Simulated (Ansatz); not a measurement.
# Ni (Fm-3m) in Ansatz: a series of runs

The runs below take Ni through single point, equation of state, with PBE+D4+U.

Everything below comes from runs of Ansatz 0.2.0. Logs are shortened: lines on timing, memory, paths and dates and some standing lists are left out, and cuts for length are marked.

## (1) The undisturbed crystal

Symmetry: Fm-3m, No. 225, cubic system. The conventional cell has a = 3.475 Å, b = 3.475 Å, c = 3.475 Å, α = 90.00°, β = 90.00°, γ = 90.00°. Ni (site symmetry m-3m) is surrounded by 12 Ni at 2.46 Å.

## (2) Single point, PBE+D4+U, collinear spin, ferromagnetic start, 8.68 Å³/atom (volume scaled by 0.88)

File input.yaml:

```yaml
crystal:
  lattice:
    - [0.0, 1.6310973596, 1.6310973596]
    - [1.6310973596, 0.0, 1.6310973596]
    - [1.6310973596, 1.6310973596, 0.0]
  atoms:
    - { symbol: Ni, position: [0.0, 0.0, 0.0], spin: 1.0 }
hamiltonian:
  xc: pbe
  pseudopotentials: { kind: paw }
  dispersion: d4
  hubbard:
    sites: [{ species: Ni, l: d, u_eff: 3.5 }]
    projectors: all-electron-ortho-atomic
    double_counting: fll
magnetization:
  spin_polarized: true
kpoints:
  mp_grid: { grid: [13, 13, 13] }
scf:
  occupations: { method: tetrahedron }
output:
  forces: true
  stress: true
```

Potentials or basis: Ansatz PAW.

Started as:

```
> ansatz run input.yaml --threads 1 --pin off --max-ram 2560MiB --backend cpu --events-out ev --progress --plain --runs-dir out
```

The program printed:

```text
Warning: output.forces, output.stress, relax.cell or npt_langevin: where a Kohn–Sham band that disperses or a degenerate level is filled in part under the method tetrahedron, the forces or the stress that this run publishes need not agree with its energy (scf.occupations.method in the input reference, under Limitations); prefer a smearing scheme for the forces or the stress
Warning: RAYON_NUM_THREADS=1 ignored (pool sized by the plan → 1); use --threads N
Ni: projections on atomic orbitals take those of the free atom [Ne] 3s2 3p6 3d8 4s2, of charge +0.00 (hamiltonian.pseudopotentials.projection_atoms); the dataset's partial waves leave at most 1.6e-6 of an orbital's norm unspanned inside its sphere
Engine: ansatz 0.2.0, aarch64-unknown-linux-gnu
Pseudopotentials: kind: paw
Pseudopotential: Ni, paw, valence charge 18, recommended cutoff 420 eV (normal), Ni.paw.azcp
Functional definition: PBE
  parameter kappa = 0.804
  parameter beta = 0.06672455060314922
  exchange = pbe_x(kappa = kappa, mu = beta*pi^2/3)
  correlation = pbe_c(beta = beta)
Crystal: 1 atoms, lattice volume = 8.679 Å³
Basis set: ecut = 420 eV, 169 PW (Γ), exchange–correlation on 32×32×32 points (8 copies of the dense FFT grid, shifted against one another)
Bands: 14, of which v1, the nominal top of the filled ones, is band 9 counted from 1 (8 counted from 0)
Symmetry: 48 space group operations
Space group: Fm-3m (ITA 225), of the structure as read, at distance tolerance 2.1e-5 Å
Magnetic group: BNS 225.116 (UNI 1618), of the structure as read, at distance tolerance 2.1e-5 Å
k-points: 84 of 2197
Non-local potential: Ni, projectors of the file, l = 0: 3, l = 1: 2, l = 2: 3, l = 3: 1
PAW form: soft (Blöchl's): semilocal exchange-correlation on the pseudo side does not see the compensation charge
PAW one-centre angular grid: Ni, 590 points (default); XC on 64 Gauss nodes
Initial density: superposition of atomic densities (chi_scale 0.1, normalization cell)
Starting moments: Σ|m| = 1 μB on 1 of 1 site
Initial wavefunctions: pseudopotential atomic-orbital guess
Functional: x = pbe(κ = 0.804, μ = 0.2195149727645171), c = pbe(β = 0.06672455060314922)
iter 1 solved again at ethr=1.84e-4 eV; its pass at ethr=3.10e-3 eV (dr2=3.31e-2 eV) is discarded
SCF iter   1: F=—  HF=-5837.975797 eV  |F-HF|=—  |Δ(HF+E_count)|=         —  Δρ=3.86e-2 (↑1.98e-2 ↓3.86e-2)  dr2=3.26e-2  dr2_m=5.04e-2  M=0.679 μB ∫|m|=0.738 μB  β_m=0.30  ethr=1.84e-4  ⟨swp⟩=1.0  Hψ=15291  notcnv=0
preconditioner: auto → none  [metal: no gap  n_scr=0 (ndim 8)  ℏωp=39.9 eV  f_vac=0.000]
SCF iter   2: F=—  HF=-5838.071420 eV  |F-HF|=—  |Δ(HF+E_count)|=   9.56e-2  Δρ=2.83e-2 (↑1.69e-2 ↓2.83e-2)  dr2=7.48e-3  dr2_m=3.46e-2  M=0.656 μB ∫|m|=0.727 μB  β_m=0.30  ethr=1.81e-4  ⟨swp⟩=2.7  Hψ=4043  notcnv=0
SCF iter   3: F=—  HF=-5838.130473 eV  |F-HF|=—  |Δ(HF+E_count)|=   5.91e-2  Δρ=2.30e-2 (↑1.41e-2 ↓2.30e-2)  dr2=4.15e-3  dr2_m=2.54e-2  M=0.633 μB ∫|m|=0.713 μB  β_m=0.30  ethr=4.16e-5  ⟨swp⟩=2.8  Hψ=4314  notcnv=0
SCF iter   4: F=—  HF=-5838.167516 eV  |F-HF|=—  |Δ(HF+E_count)|=   3.70e-2  Δρ=1.50e-2 (↑1.45e-2 ↓1.50e-2)  dr2=1.50e-4  dr2_m=1.73e-2  M=0.617 μB ∫|m|=0.704 μB  β_m=0.30  ethr=2.31e-5  ⟨swp⟩=3.3  Hψ=4891  notcnv=0  defer=4
SCF iter   5: F=—  HF=-5838.185483 eV  |F-HF|=—  |Δ(HF+E_count)|=   1.80e-2  Δρ=1.53e-2 (↑9.46e-3 ↓1.53e-2)  dr2=2.28e-3  dr2_m=1.18e-2  M=0.605 μB ∫|m|=0.697 μB  β_m=0.30  ethr=8.34e-7  ⟨swp⟩=3.1  Hψ=5702  notcnv=0  defer=35
SCF iter   6: F=—  HF=-5838.195967 eV  |F-HF|=—  |Δ(HF+E_count)|=   1.05e-2  Δρ=1.21e-2 (↑7.47e-3 ↓1.21e-2)  dr2=1.31e-3  dr2_m=7.41e-3  M=0.597 μB ∫|m|=0.693 μB  β_m=0.30  ethr=8.34e-7  ⟨swp⟩=2.9  Hψ=4693  notcnv=0  defer=46
SCF iter   7: F=—  HF=-5838.201726 eV  |F-HF|=—  |Δ(HF+E_count)|=   5.76e-3  Δρ=7.88e-3 (↑7.03e-3 ↓7.88e-3)  dr2=3.37e-5  dr2_m=4.41e-3  M=0.593 μB ∫|m|=0.691 μB  β_m=0.30  ethr=8.34e-7  ⟨swp⟩=3.0  Hψ=4833  notcnv=0  defer=47
SCF iter   8: F=—  HF=-5838.205085 eV  |F-HF|=—  |Δ(HF+E_count)|=   3.36e-3  Δρ=6.45e-3 (↑5.27e-3 ↓6.45e-3)  dr2=6.25e-5  dr2_m=2.71e-3  M=0.589 μB ∫|m|=0.689 μB  β_m=0.30  ethr=1.87e-7  ⟨swp⟩=3.0  Hψ=4408  notcnv=0  defer=47
Mixer restart at iter 8: flushing history
spin-set hold released at iteration 8 (site moments contracting): the magnetisation degrees of freedom join the quasi-Newton model from the next iteration; the mixer history was flushed
SCF iter   9: F=—  HF=-5838.207022 eV  |F-HF|=—  |Δ(HF+E_count)|=   1.94e-3  Δρ=4.72e-3 (↑4.33e-3 ↓4.72e-3)  dr2=1.30e-5  dr2_m=1.61e-3  M=0.587 μB ∫|m|=0.687 μB  β_m=0.65  ethr=1.87e-7  ⟨swp⟩=2.9  Hψ=4777  notcnv=0  defer=49
SCF iter  10: F=—  HF=-5838.209902 eV  |F-HF|=—  |Δ(HF+E_count)|=   2.88e-3  Δρ=3.40e-3 (↑2.28e-3 ↓3.40e-3)  dr2=1.40e-3  dr2_m=3.06e-5  M=0.578 μB ∫|m|=0.682 μB  β_m=0.48  ethr=7.22e-8  ⟨swp⟩=3.9  Hψ=6203  notcnv=0  defer=49
SCF iter  11: F=—  HF=-5838.209667 eV  |F-HF|=—  |Δ(HF+E_count)|=   2.36e-4  Δρ=5.45e-4 (↑2.27e-4 ↓5.45e-4)  dr2=9.33e-6  dr2_m=5.01e-6  M=0.580 μB ∫|m|=0.683 μB  β_m=0.66  ethr=7.22e-8  ⟨swp⟩=3.6  Hψ=6469  notcnv=0  defer=50
SCF iter  12: F=—  HF=-5838.209716 eV  |F-HF|=—  |Δ(HF+E_count)|=   4.91e-5  Δρ=2.40e-4 (↑4.95e-5 ↓2.40e-4)  dr2=1.16e-6  dr2_m=1.31e-6  M=0.580 μB ∫|m|=0.684 μB  β_m=0.83  ethr=5.18e-8  ⟨swp⟩=2.7  Hψ=4195  notcnv=0  defer=51
SCF iter  13: F=—  HF=-5838.209737 eV  |F-HF|=—  |Δ(HF+E_count)|=   2.17e-5  Δρ=1.13e-4 (↑2.42e-5 ↓1.13e-4)  dr2=3.49e-7  dr2_m=3.56e-7  M=0.581 μB ∫|m|=0.684 μB  β_m=0.91  ethr=6.43e-9  ⟨swp⟩=2.6  Hψ=4075  notcnv=0  defer=51
iter 14 met the thresholds in force, and the SCF goes on: an eigenvalue changes by 85.27 meV, over its tolerance of 10.00 meV (output.eigenvalues, Limitations)
SCF iter  14: F=-5838.209743 eV  HF=-5838.209743 eV  |F-HF|=1.97e-8  |Δ(HF+E_count)|=   5.31e-6  Δρ=1.64e-5 (↑1.64e-5 ↓6.39e-6)  dr2=2.06e-8  dr2_m=2.90e-9  M=0.581 μB ∫|m|=0.684 μB  β_m=0.96  ethr=5.56e-10  ⟨swp⟩=3.7  Hψ=10424  notcnv=0
iter 15 met the thresholds in force, and the SCF goes on: an eigenvalue changes by 85.27 meV, over its tolerance of 10.00 meV (output.eigenvalues, Limitations)
SCF iter  15: F=-5838.209744 eV  HF=-5838.209744 eV  |F-HF|=8.19e-11  |Δ(HF+E_count)|=   7.90e-7  Δρ=1.57e-6 (↑1.18e-6 ↓1.57e-6)  dr2=6.76e-12  dr2_m=1.49e-10  M=0.581 μB ∫|m|=0.684 μB  β_m=0.98  ethr=1.14e-10  ⟨swp⟩=2.3  Hψ=8345  notcnv=0
SCF iter  16: F=-5838.209744 eV  HF=-5838.209744 eV  |F-HF|=0.00e0  |Δ(HF+E_count)|=   1.39e-8  Δρ=1.10e-7 (↑7.05e-8 ↓1.10e-7)  dr2=6.55e-14  dr2_m=6.39e-13  M=0.581 μB ∫|m|=0.684 μB  ethr=1.00e-12  ⟨swp⟩=1.0  Hψ=7215  notcnv=0
SCF 1 converged in 16 iterations: F = -5838.209744 eV  dr2 = 6.55e-14
this state was not tested for a lower state beside it, because cold or Methfessel-Paxton smearing, or corrected tetrahedra, fill the levels in a way that the test cannot read (fill_not_monotonic; see scf.lower_state_search)
SCF converged after 16 iterations
an eigenvalue changed by more than its tolerance at an iteration that met the thresholds in force, so the SCF went on 2 times: the last check found none over its tolerance
Magnetization: 0.5809 μB (9.2905 up, 8.7095 down)
Absolute magnetization: 0.6851 μB (∫|ρ↑−ρ↓|, with the PAW one-centre terms)
Spin contamination: 0.0123 ħ² per cell (⟨S²⟩ above its minimum at these occupations)
Per-site moments (μB) at R_I (Å): [(0.6249067260698515, 0.9515220030926219)]
Free energy (F): -5838.209744 eV
Harris-Foulkes:  -5838.209744 eV  (|F-HF|=0.00e0)
Internal energy: -5838.209652 eV  (E = F + TS)
E sigma→0 (E₀):  -5838.209744 eV
Entropy (-TS):   -0.000091 eV (-0.091 meV/atom)
Fermi energy:    23.395864 eV
--- Per-component energies (eV) ---
  E_band       = -195.596849
  E_kinetic    = 289.151318
  E_local      = -3070.206561  (includes V_loc(G=0)·N_el)
  E_nonlocal   = 639.581807
  E_hartree    = 1299.884077
  E_xc         = -86.918527
  E_vxc        = -112.234837  (∫ρ·V_xc dr)
  E_hubbard    = 1.564570  (on-site DFT+U / exact-exchange correction)
  E_vhub       = -12.479270  (the Hubbard potential's part of the band-sum identity)
  E_paw        = -1632.147611  (= ΣΔE_a)
  E_vpaw       = -529.177947  (= ΣTr[D̂ρ^β])
  E_aug_tail   = 0.000468  (compensation charges beyond the density's cutoff)
  E_ewald      = -3278.560554
  E_disp       = -0.558639  (pairwise vdW)
  E_smearing   = -0.000091  (= −TS)
  E_closure    = -0.000000  (closes the sum)
  Σ components = -5838.209744   (vs F -5838.209744, Δ=0.00e0)
--- Forces (eV/Å), atoms counted from 1 ---
  atom   1  Ni     0.00000000     0.00000000     0.00000000
  max |Σ_I F_I| component: 3.18e-32 eV/Å
--- Stress (GPa, compression-positive) ---
       67.084023      -0.000000      -0.000000
       -0.000000      67.084023       0.000000
       -0.000000       0.000000      67.084023
  P = ⅓ Tr σ = 67.0840 GPa (670.840 kbar)
--- Band table (eV; the first three rows and the last of 168) ---
  k-point 0 ↑: bands = ["-79.6342", "-39.7613", "-39.7613", "-39.7613", "13.2114", "19.6241", "19.6241", "19.6241", "21.3313", "21.3313", "49.2674", "55.0650", "55.0650", "55.0650"]
  k-point 1 ↑: bands = ["-79.6289", "-39.7907", "-39.7653", "-39.7653", "13.4857", "19.5352", "19.6967", "19.6967", "21.2981", "21.2981", "48.7917", "52.4083", "54.6809", "54.6809"]
  k-point 2 ↑: bands = ["-79.6146", "-39.8718", "-39.7763", "-39.7763", "14.2659", "19.3317", "19.8589", "19.8589", "21.2539", "21.2539", "46.0029", "50.6467", "54.0106", "54.0106"]
  k-point 83 ↓: bands = ["-78.7053", "-39.3334", "-39.2899", "-39.1599", "18.0358", "19.6966", "20.1402", "21.8361", "23.9916", "31.9532", "34.2484", "36.5004", "38.3411", "56.8167"]
Occupation matrices written to <dir>
```

Run time: 5.4 s. Hardware: 1 thread of Arm Neoverse V1, shared host; peak memory 0.28 GiB.

What came out:

```yaml
Free_energy: -5838.2097 eV
Pressure: 67.1 GPa
Band_gap_on_the_k_mesh: none (metal or under the smearing width)
Net_moment: 0.58 μB per cell
Absolute_moment: 0.69 μB per cell
Site_moments: Ni +0.62 μB
```

Caveat: the magnetic or orbital state may not be the lowest; pairwise dispersion overbinds metals, which lowers pressure and volume; the U is typed as a test and isn't derived for this compound; with tetrahedron occupations forces and stress needn't match the slope of the energy.

## (3) Single point, PBE+D4+U, collinear spin, ferromagnetic start, 8.86 Å³/atom (volume scaled by 0.88)

Changes to input.yaml since step 2:

```diff
@@ -2,5 +2,5 @@
   lattice:
-    - [0.0, 1.6310973596, 1.6310973596]
-    - [1.6310973596, 0.0, 1.6310973596]
-    - [1.6310973596, 1.6310973596, 0.0]
+    - [0.0, 1.6425843391, 1.6425843391]
+    - [1.6425843391, 0.0, 1.6425843391]
+    - [1.6425843391, 1.6425843391, 0.0]
   atoms:
```

Potentials or basis: Ansatz PAW.

Started as:

```
> ansatz run input.yaml --threads 1 --pin off --max-ram 2560MiB --backend cpu --events-out ev --progress --plain --runs-dir out
```

It took 5.3 s on 1 thread of Arm Neoverse V1, shared host; peak memory 0.28 GiB.

The run converged. Its results:

```
Free energy            : -5838.2814 eV
Pressure               : 57.0 GPa
Band gap on the k mesh : none (metal or under the smearing width)
Net moment             : 0.59 μB per cell
Absolute moment        : 0.70 μB per cell
Site moments           : Ni +0.63 μB
```

Caveat: the magnetic or orbital state may not be the lowest; pairwise dispersion overbinds metals, which lowers pressure and volume; the U is typed as a test and isn't derived for this compound; with tetrahedron occupations forces and stress needn't match the slope of the energy.

## (4) Single point, PBE+D4+U, collinear spin, ferromagnetic start, 9.05 Å³/atom (volume scaled by 0.88)

Changes to input.yaml since step 3:

```diff
@@ -2,5 +2,5 @@
   lattice:
-    - [0.0, 1.6425843391, 1.6425843391]
-    - [1.6425843391, 0.0, 1.6425843391]
-    - [1.6425843391, 1.6425843391, 0.0]
+    - [0.0, 1.653912865, 1.653912865]
+    - [1.653912865, 0.0, 1.653912865]
+    - [1.653912865, 1.653912865, 0.0]
   atoms:
```

Started as:

```
> ansatz run input.yaml --threads 1 --pin off --max-ram 2560MiB --backend cpu --events-out ev --progress --plain --runs-dir out
```

Wall time 5.4 s (1 thread of Arm Neoverse V1, shared host); peak memory 0.28 GiB.

The run converged. Its results:

- Free energy: -5838.3419 eV
- Pressure: 48.0 GPa
- Band gap on the k mesh: none (metal or under the smearing width)
- Net moment: 0.60 μB per cell
- Absolute moment: 0.71 μB per cell
- Site moments: Ni +0.64 μB

Caveat: the magnetic or orbital state may not be the lowest; pairwise dispersion overbinds metals, which lowers pressure and volume; the U is typed as a test and isn't derived for this compound; with tetrahedron occupations forces and stress needn't match the slope of the energy.

## (5) Single point, PBE+D4+U, collinear spin, ferromagnetic start, 9.23 Å³/atom (volume scaled by 0.88)

Changes to input.yaml since step 4:

```diff
@@ -2,5 +2,5 @@
   lattice:
-    - [0.0, 1.653912865, 1.653912865]
-    - [1.653912865, 0.0, 1.653912865]
-    - [1.653912865, 1.653912865, 0.0]
+    - [0.0, 1.6650882909, 1.6650882909]
+    - [1.6650882909, 0.0, 1.6650882909]
+    - [1.6650882909, 1.6650882909, 0.0]
   atoms:
```

Started as:

```
> ansatz run input.yaml --threads 1 --pin off --max-ram 2560MiB --backend cpu --events-out ev --progress --plain --runs-dir out
```

Run time: 5.2 s. Hardware: 1 thread of Arm Neoverse V1, shared host; peak memory 0.28 GiB.

It converged, with:

| Quantity | Value |
| --- | --- |
| Free energy | -5838.3926 eV |
| Pressure | 39.8 GPa |
| Band gap on the k mesh | none (metal or under the smearing width) |
| Net moment | 0.60 μB per cell |
| Absolute moment | 0.72 μB per cell |
| Site moments | Ni +0.65 μB |

Caveat: the magnetic or orbital state may not be the lowest; pairwise dispersion overbinds metals, which lowers pressure and volume; the U is typed as a test and isn't derived for this compound; with tetrahedron occupations forces and stress needn't match the slope of the energy.

## (6) Single point, PBE+D4+U, collinear spin, ferromagnetic start, 9.42 Å³/atom (volume scaled by 0.88)

Changes to input.yaml since step 5:

```diff
@@ -2,5 +2,5 @@
   lattice:
-    - [0.0, 1.6650882909, 1.6650882909]
-    - [1.6650882909, 0.0, 1.6650882909]
-    - [1.6650882909, 1.6650882909, 0.0]
+    - [0.0, 1.676115687, 1.676115687]
+    - [1.676115687, 0.0, 1.676115687]
+    - [1.676115687, 1.676115687, 0.0]
   atoms:
```

Potentials or basis: Ansatz PAW.

Started as:

```
> ansatz run input.yaml --threads 1 --pin off --max-ram 2560MiB --backend cpu --events-out ev --progress --plain --runs-dir out
```

Run time: 5.3 s. Hardware: 1 thread of Arm Neoverse V1, shared host; peak memory 0.28 GiB.

The run converged. Its results:

```yaml
Free_energy: -5838.4344 eV
Pressure: 32.5 GPa
Band_gap_on_the_k_mesh: none (metal or under the smearing width)
Net_moment: 0.61 μB per cell
Absolute_moment: 0.73 μB per cell
Site_moments: Ni +0.66 μB
```

Caveat: the magnetic or orbital state may not be the lowest; pairwise dispersion overbinds metals, which lowers pressure and volume; the U is typed as a test and isn't derived for this compound; with tetrahedron occupations forces and stress needn't match the slope of the energy.

## (7) Single point, PBE+D4+U, collinear spin, ferromagnetic start, 9.60 Å³/atom (volume scaled by 0.88)

Changes to input.yaml since step 6:

```diff
@@ -2,5 +2,5 @@
   lattice:
-    - [0.0, 1.676115687, 1.676115687]
-    - [1.676115687, 0.0, 1.676115687]
-    - [1.676115687, 1.676115687, 0.0]
+    - [0.0, 1.6869998601, 1.6869998601]
+    - [1.6869998601, 0.0, 1.6869998601]
+    - [1.6869998601, 1.6869998601, 0.0]
   atoms:
@@ -24 +24,5 @@
   stress: true
+  write_density: true
+  write_potential: true
+  elf: true
+  volumetric_format: npy
```

Started as:

```
> ansatz run input.yaml --threads 1 --pin off --max-ram 2560MiB --backend cpu --events-out ev --progress --plain --runs-dir out
```

Wall time 5.5 s (1 thread of Arm Neoverse V1, shared host); peak memory 0.28 GiB.

Results (log left out):

```
Free energy            : -5838.4682 eV
Pressure               : 25.9 GPa
Band gap on the k mesh : none (metal or under the smearing width)
Net moment             : 0.62 μB per cell
Absolute moment        : 0.74 μB per cell
Site moments           : Ni +0.67 μB
```

Caveat: the magnetic or orbital state may not be the lowest; pairwise dispersion overbinds metals, which lowers pressure and volume; the U is typed as a test and isn't derived for this compound; with tetrahedron occupations forces and stress needn't match the slope of the energy.

## (8) Single point, PBE+D4+U, collinear spin, ferromagnetic start, 9.79 Å³/atom (volume scaled by 0.88)

Changes to input.yaml since step 7:

```diff
@@ -2,5 +2,5 @@
   lattice:
-    - [0.0, 1.6869998601, 1.6869998601]
-    - [1.6869998601, 0.0, 1.6869998601]
-    - [1.6869998601, 1.6869998601, 0.0]
+    - [0.0, 1.6977453719, 1.6977453719]
+    - [1.6977453719, 0.0, 1.6977453719]
+    - [1.6977453719, 1.6977453719, 0.0]
   atoms:
@@ -24,5 +24 @@
   stress: true
-  write_density: true
-  write_potential: true
-  elf: true
-  volumetric_format: npy
```

Started as:

```
> ansatz run input.yaml --threads 1 --pin off --max-ram 2560MiB --backend cpu --events-out ev --progress --plain --runs-dir out
```

Wall time 5.4 s (1 thread of Arm Neoverse V1, shared host); peak memory 0.28 GiB.

The run converged. Its results:

| Property | Result |
| --- | --- |
| Free energy | -5838.4947 eV |
| Pressure | 20.0 GPa |
| Band gap on the k mesh | none (metal or under the smearing width) |
| Net moment | 0.63 μB per cell |
| Absolute moment | 0.75 μB per cell |
| Site moments | Ni +0.68 μB |

Caveat: the magnetic or orbital state may not be the lowest; pairwise dispersion overbinds metals, which lowers pressure and volume; the U is typed as a test and isn't derived for this compound; with tetrahedron occupations forces and stress needn't match the slope of the energy.

## (9) Equation of state, PBE+D4+U, collinear spin, ferromagnetic start (volume scaled by 0.88)

Potentials or basis: Ansatz PAW.

No new run: the results of the series are fitted here.

Results:

| Property | Result |
| --- | --- |
| Equilibrium volume | 10.61 Å³/atom (rough: see the caveat) |
| Bulk modulus | 205 GPa (rough) |

Energy against volume, from the lowest point:
```
volume (Å³/atom)  energy (meV/atom)
           8.679             284.99
           8.864             213.38
           9.048             152.79
           9.233             102.11
           9.418              60.32
           9.602              26.56
           9.787               0.00
```

Caveat: the magnetic or orbital state may not be the lowest; the minimum lies outside the volumes run; the U is typed as a test and isn't derived for this compound. The state reached can hang on the start; a lower one may exist.
